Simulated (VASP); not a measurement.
# BAs (F-43m) in VASP: relaxation of cell and atoms with PBEsol

Aim: the relaxation of cell and atoms of BAs with PBEsol.

All numbers are computed with VASP 6.6.1; they aren't measurements. Logs are shortened: lines on timing, memory, paths and dates and some standing lists are left out, and cuts for length are marked.

## (1) The undisturbed crystal

The structure is cubic, space group F-43m (No. 216). Conventional cell: a = 4.768 Å, b = 4.768 Å, c = 4.768 Å, α = 90.00°, β = 90.00°, γ = 90.00°. B (site symmetry -43m) is surrounded by 4 As at 2.06 Å. Around As (site symmetry -43m) lie 4 B at 2.06 Å.

## (2) Relaxation of cell and atoms, PBEsol (cell and atoms relaxed tightly for response)

File INCAR:

```
SYSTEM = BAs
PREC     = Accurate       ! precision mode
ENCUT    = 600            ! plane-wave cutoff, eV
EDIFF    = 1E-6           ! SCF threshold, eV
ISMEAR   = 0              ! smearing method
SIGMA    = 0.01           ! smearing width, eV
LREAL    = .False.        ! projectors in reciprocal space
LASPH    = .True.         ! aspherical terms in the spheres
NELM     = 60             ! most SCF steps
ALGO     = Fast           ! electronic algorithm
ISIF     = 3              ! what is computed and relaxed
LWAVE    = .False.        ! write WAVECAR
LCHARG   = .False.        ! write CHGCAR
GGA      = PS             ! functional
IBRION   = 2              ! ionic algorithm
NSW      = 80             ! ionic steps
EDIFFG   = -0.001         ! ionic threshold
```

File KPOINTS:

```
Automatic mesh
0
Gamma
  10 10 10
  0 0 0
```

File POSCAR:

```
BAs
1.0
    0.0000000000      2.3839379017      2.3839379017
    2.3839379017      0.0000000000      2.3839379017
    2.3839379017      2.3839379017      0.0000000000
B As
1 1
Direct
    0.0000000000      0.0000000000      0.0000000000
    0.2500000000      0.2500000000      0.2500000000
```

Potentials or basis: VASP PAW PBE potentials, release 64 (B, As).

Run with:

```sh
cat potpaw_PBE.64/B/POTCAR potpaw_PBE.64/As/POTCAR > POTCAR
mpirun -np 1 vasp_std > vasp.out
```

OUTCAR:

```text
SYSTEM = BAs
   PREC = Accurate
   ENCUT = 600
   EDIFF = 1E-6
   ISMEAR = 0
   LREAL = .False.
   LASPH = .True.
   NELM = 60
   ISIF = 3
   GGA = PS
   IBRION = 2
   NSW = 80
   EDIFFG = -0.001

 ion  position               nearest neighbor table
   1  0.000  0.000  0.000-   2 2.06   2 2.06   2 2.06   2 2.06
   2  0.250  0.250  0.250-   1 2.06   1 2.06   1 2.06   1 2.06

  LATTYP: Found a face centered cubic cell.
 ALAT       =     4.7678758034

  Lattice vectors:

 A1 = (   0.0000000000,   2.3839379017,   2.3839379017)
 A2 = (   2.3839379017,   0.0000000000,   2.3839379017)
 A3 = (   2.3839379017,   2.3839379017,   0.0000000000)

Analysis of symmetry for initial positions (statically):
=====================================================================
 Subroutine PRICEL returns:
 Original cell was already a primitive cell.

 Routine SETGRP: Setting up the symmetry group for a
 face centered cubic supercell.

 Subroutine GETGRP returns: Found 24 space group operations
 (whereof 24 operations were pure point group operations)
 out of a pool of 48 trial point group operations.

The static configuration has the point symmetry T_d .

Analysis of symmetry for dynamics (positions and initial velocities):
=====================================================================
 Subroutine PRICEL returns:
 Original cell was already a primitive cell.

 Routine SETGRP: Setting up the symmetry group for a
 face centered cubic supercell.

 Subroutine GETGRP returns: Found 24 space group operations
 (whereof 24 operations were pure point group operations)
 out of a pool of 48 trial point group operations.

The dynamic configuration has the point symmetry T_d .

 Subroutine INISYM returns: Found 24 space group operations
 (whereof 24 operations are pure point group operations),
 and found     1 'primitive' translations

----------------------------------------------------------------------------------------

                                     Primitive cell

  volume of cell :      27.0966

  direct lattice vectors                    reciprocal lattice vectors
     0.000000000  2.383937902  2.383937902    -0.209737007  0.209737007  0.209737007
     2.383937902  0.000000000  2.383937902     0.209737007 -0.209737007  0.209737007
     2.383937902  2.383937902  0.000000000     0.209737007  0.209737007 -0.209737007

  length of vectors
     3.371397312  3.371397312  3.371397312     0.363275152  0.363275152  0.363275152

  position of ions in fractional coordinates (direct lattice)
     0.000000000  0.000000000  0.000000000
     0.250000000  0.250000000  0.250000000

  ion indices of the primitive-cell ions
   primitive index   ion index
                 1           1
                 2           2

----------------------------------------------------------------------------------------

 KPOINTS: Automatic mesh

Automatic generation of k-mesh.
 Grid dimensions read from file:
 generate k-points for:   10   10   10

 Generating k-lattice:

  Cartesian coordinates                     Fractional coordinates (reciprocal lattice)
    -0.020973701  0.020973701  0.020973701     0.100000000  0.000000000  0.000000000
     0.020973701 -0.020973701  0.020973701     0.000000000  0.100000000  0.000000000
     0.020973701  0.020973701 -0.020973701     0.000000000  0.000000000  0.100000000

  Length of vectors
     0.036327515  0.036327515  0.036327515

  Shift w.r.t. Gamma in fractional coordinates (k-lattice)
     0.000000000  0.000000000  0.000000000

 Subroutine IBZKPT returns following result:
 ===========================================

 Found     47 irreducible k-points:

 Following reciprocal coordinates:
            Coordinates               Weight
  0.000000  0.000000  0.000000      1.000000
  0.100000  0.000000  0.000000      8.000000
  0.200000  0.000000  0.000000      8.000000
  0.300000  0.000000  0.000000      8.000000
  0.400000  0.000000  0.000000      8.000000
  0.500000  0.000000  0.000000      4.000000
[... 16 lines left out ...]
  0.300000  0.300000  0.000000      6.000000
  0.400000  0.300000  0.000000     24.000000
 [... further k-points ...]
   k-points           NKPTS =     47   k-points in BZ     NKDIM =     47   number of bands    NBANDS=      8
   number of dos      NEDOS =    301   number of ions     NIONS =      2
   total plane-waves  NPLWV =  21952
   dimension x,y,z NGX =    28 NGY =   28 NGZ =   28
   dimension x,y,z NGXF=    56 NGYF=   56 NGZF=   56
   ions per type =               1   1
   NGX,Y,Z   is equivalent  to a cutoff of  13.81, 13.81, 13.81 a.u.
   NGXF,Y,Z  is equivalent  to a cutoff of  27.61, 27.61, 27.61 a.u.
 SYSTEM =  BAs
   PREC   = accura    normal or accurate (medium, high low for compatibility)
   ISTART =      0    job   : 0-new  1-cont  2-samecut
   ICHARG =      2    charge: 1-file 2-atom 10-const
   ISPIN  =      1    spin polarized calculation?
   LNONCOLLINEAR =      F non collinear calculations
   LSORBIT =      F    spin-orbit coupling
   LASPH  =      T    aspherical Exc in radial PAW
   ENCUT  =  600.0 eV  44.10 Ry    6.64 a.u.   6.73  6.73  6.73*2*pi/ulx,y,z
   NELM   =     60;   NELMIN=  2; NELMDL= -5     # of ELM steps
   EDIFF  = 0.1E-05   stopping-criterion for ELM
   LREAL  =      F    real-space projection
   EDIFFG = -.1E-02   stopping-criterion for IOM
   NSW    =     80    number of steps for IOM
   IBRION =      2    ionic relax: 0-MD 1-quasi-New 2-CG
   NFREE  =      1    steps in history (QN), initial steepest desc. (CG)
   ISIF   =      3    stress and relaxation
   ISYM   =      2    0-nonsym 1-usesym 2-fastsym
   POTIM  = 0.5000    time-step for ionic-motion
   TEBEG  =    0.0;   TEEND  =   0.0 temperature during run
   PSTRESS=    0.0 pullay stress
   NELECT =       8.0000    total number of electrons
   NUPDOWN=      -1.0000    fix difference up-down
   EMIN   =  10.00;   EMAX   =-10.00  energy-range for DOS
   EFERMI =   0.00;   METHOD = LEGACY
   ISMEAR =     0;   SIGMA  =   0.01  broadening in eV -4-tet -1-fermi 0-gaus
   EFERMI_NEDOS =   21; number of points for ismear=-14 and -15
   IALGO  =     68    algorithm
   IMIX   =      4    mixing-type and parameters
     AMIX     =   0.40;   BMIX     =  1.00
     AMIX_MAG =   1.60;   BMIX_MAG =  1.00
  volume/ion in A,a.u.               =      13.55        91.43
  Fermi-wavevector in a.u.,A,eV,Ry     =   1.090101  2.059991 16.168064  1.188319
  Thomas-Fermi vector in A             =   2.226318
   LORBIT       =      0    0 simple, 1 ext, 2 COOP (PROOUT), +10 PAW based schemes
   GGA     = PS    functional components
   LHFCALC =     F    Hartree Fock is set to
   AEXX    =    0.0000 exact exchange contribution
   IVDW    =     0    specifies the selected vdW correction
   LEPSILON=     F    determine dielectric tensor
   LRPA    =     F    only Hartree local field effects (RPA)
 conjugate gradient relaxation of ions
 non-spin polarized calculation
 RMM-DIIS sequential band-by-band and
 Gauss-broadening in eV      SIGMA  =   0.01
  energy-cutoff  :      600.00
  volume of cell :       27.10
 maximum number of plane-waves:       934
   NGX = 13   NGY = 13   NGZ = 13

--------------------------------------- Ionic step        1  -------------------------------------------

 number of electron       8.0000000 magnetization

 Free energy of the ion-electron system (eV)
  ---------------------------------------------------
  ext. energy  EPLUGINS =         0.00000000
  ---------------------------------------------------
  free energy    TOTEN  =       -12.20430151 eV

  energy without entropy =      -12.20430151  energy(sigma->0) =      -12.20430151

------------------------ aborting loop because EDIFF is reached ----------------------------------------

  FORCE on cell =-STRESS in cart. coord.  units (eV):
  Direction    XX          YY          ZZ          XY          YZ          ZX
  --------------------------------------------------------------------------------------
  -------------------------------------------------------------------------------------
  Total        0.1471208      0.1471208      0.1471208     -0.0000000      0.0000000     -0.0000000
  in kB        8.6990099      8.6990099      8.6990099     -0.0000000      0.0000000     -0.0000000
  external PRESSURE =       8.6990099 kB  Pullay stress =       0.0000000 kB
[... 57 lines left out ...]
  energy  without entropy=      -12.2044997326  energy(sigma->0) =      -12.20449973

--------------------------------------- Ionic step        3  -------------------------------------------

 number of electron       8.0000000 magnetization

 Free energy of the ion-electron system (eV)
  ---------------------------------------------------
  ext. energy  EPLUGINS =         0.00000000
  ---------------------------------------------------
  free energy    TOTEN  =       -12.20474677 eV

  energy without entropy =      -12.20474677  energy(sigma->0) =      -12.20474677

 E-fermi :   6.1547     XC(G=0): -10.7296

 val. band max:        6.0397373182   @ k =   0.0000   0.0000   0.0000
 cond. band min:       7.1163963250   @ k =   0.4000   0.4000   0.0000
 fundamental gap:      1.0766590067
 Fermi energy:         6.1546723076

 k-point     1 :       0.0000    0.0000    0.0000
  band No.  band energies     occupation
      1      -9.3938      2.00000
      2       6.0397      2.00000
      3       6.0397      2.00000
      4       6.0397      2.00000
      5       9.2792      0.00000
      6       9.2792      0.00000
      7       9.2792      0.00000
      8      10.7174      0.00000
[... 243 lines left out ...]
 k-point    24 :       0.4000    0.3000    0.0000
  band No.  band energies     occupation
      1      -6.7449      2.00000
      2      -0.4197      2.00000
      3       2.0317      2.00000
      4       2.5319      2.00000
      5       7.6466      0.00000
      6       9.3319      0.00000
      7      14.8392      0.00000
      8      15.0784      0.00000

 [... further k-points ...]

------------------------ aborting loop because EDIFF is reached ----------------------------------------

  FORCE on cell =-STRESS in cart. coord.  units (eV):
  Direction    XX          YY          ZZ          XY          YZ          ZX
  --------------------------------------------------------------------------------------
  -------------------------------------------------------------------------------------
  Total        0.0013841      0.0013841      0.0013841      0.0000000      0.0000000     -0.0000000
  in kB        0.0813444      0.0813444      0.0813444      0.0000000      0.0000000     -0.0000000
  external PRESSURE =       0.0813444 kB  Pullay stress =       0.0000000 kB
[... 17 lines left out ...]
  FREE ENERGIE OF THE ION-ELECTRON SYSTEM (eV)
  ---------------------------------------------------
  free  energy   TOTEN  =       -12.2047467652 eV

  energy  without entropy=      -12.2047467652  energy(sigma->0) =      -12.20474677

 reached required accuracy - stopping structural energy minimisation
```

It took 27 s on 1 thread of Intel Xeon Platinum 8488C (Sapphire Rapids), shared host; peak memory 0.16 GiB.

What came out:

```yaml
Free_energy: -12.2047 eV
Relaxed_volume: 13.63 Å³/atom
Relaxed_cell: a = 3.378 Å, b = 3.378 Å, c = 3.378 Å, α = 60.00°, β = 60.00°, γ = 60.00°
Space_group_after_relaxing_to_0.05_Å: F-43m (No. 216)
Energy_gained_by_relaxing: 0.2 meV/atom
Ionic_steps: 3
Pressure_after_relaxing: 0.0 GPa
Band_gap_on_the_k_mesh: 1.08 eV, indirect (least direct gap 3.24 eV)
```

The path:
| step | energy change (eV) | largest force (eV/Å) | pressure (GPa) | volume (Å³) |
| --- | --- | --- | --- | --- |
| 1 | 0.0000 | 0.0000 | 0.87 | 27.10 |
| 2 | -0.0002 | 0.0000 | -0.63 | 27.39 |
| 3 | -0.0004 | 0.0000 | 0.01 | 27.26 |

Final structure:
```xyz
2
Lattice="0.0000 2.3888 2.3888 2.3888 0.0000 2.3888 2.3888 2.3888 0.0000" Properties=species:S:1:pos:R:3 pbc="T T T"
B     0.0000    0.0000    0.0000
As    1.1944    1.1944    1.1944
```

Caveat: the PAW data sets were made with another functional, which shifts forces and pressure a little. Zero-point motion and thermal expansion aren't in these numbers.
